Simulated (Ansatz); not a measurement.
**Relaxing Ca**

Level of theory: DFT PBE, scalar-relativistic, plane waves, PAW (Ansatz). Run with 420 eV cutoff, 15×15×4 k-mesh, Gaussian smearing of 0.10 eV, no spin polarisation.

What was changed: biaxial strain in the a-b plane, c and atoms relaxed: +2.0 %.

Command:

```bash
ansatz run input.yaml --threads 1 --pin off --max-ram 2560MiB --backend cpu --events-out ev --progress --plain --runs-dir out
```

Input:

```yaml
crystal:
  lattice:
    - [3.9802506741, 0.0, 0.0]
    - [-1.990125337, 3.4469981972, 0.0]
    - [0.0, 0.0, 12.6548547667]
  atoms:
    - { symbol: Ca, position: [0.0, 0.0, 0.0] }
    - { symbol: Ca, position: [0.3333333333, 0.6666666667, 0.25] }
    - { symbol: Ca, position: [0.0, 0.0, 0.5] }
    - { symbol: Ca, position: [0.6666666667, 0.3333333333, 0.75] }
basis:
  ecutwfc: 420
kpoints:
  mp_grid: { grid: [15, 15, 4] }
hamiltonian:
  xc: pbe
scf:
  occupations: { method: gaussian, width: 0.1 }
output:
  forces: true
  stress: true
  eigenvalues: true
relax:
  adjacent_minimum: "off"
  f_tol: 0.008
  max_steps: 40
  cell: { stress_tol: 0.015, fix: [a, b, gamma] }
```

F is the free energy. Steps run on the plane waves of an earlier cell, but the last one, and at times one on the way, on a freshly chosen basis, so a repeated geometry can differ a little in energy. The held parts of the cell keep their stress, so P needn't end at zero.

Steps:

```
step F − F(1) (eV) largest force component (eV/Å) V (Å³/atom) P (GPa)
   1         0.0000                           0.000       43.406    -0.40
   2        -0.0006                           0.000       43.545    -0.46
   3        -0.0009                           0.000       43.698    -0.52
   4        -0.0009                           0.000       43.698    -0.52
```

Relaxed structure:

```xyz
4
Lattice="3.9803 0.0000 0.0000 -1.9901 3.4470 0.0000 0.0000 0.0000 12.7401" Properties=species:S:1:pos:R:3 pbc="T T T"
Ca    0.0000    0.0000    0.0000
Ca    0.0000    2.2980    3.1850
Ca    0.0000    0.0000    6.3701
Ca    1.9901    1.1490    9.5551
```

Symmetry: P6_3/mmc, No. 194, hexagonal system. The conventional cell has a = 3.980 Å, b = 3.980 Å, c = 12.740 Å, α = 90.00°, β = 90.00°, γ = 120.00°. Around Ca (site symmetry -3m) lie 12 Ca at 3.93 to 3.98 Å. Ca (site symmetry -6m2) has 12 Ca at 3.93 to 3.98 Å as nearest neighbours.

The run converged. The run took 57 s on 1 thread of Arm Neoverse V2, with other jobs on the host, peak memory 0.54 GiB.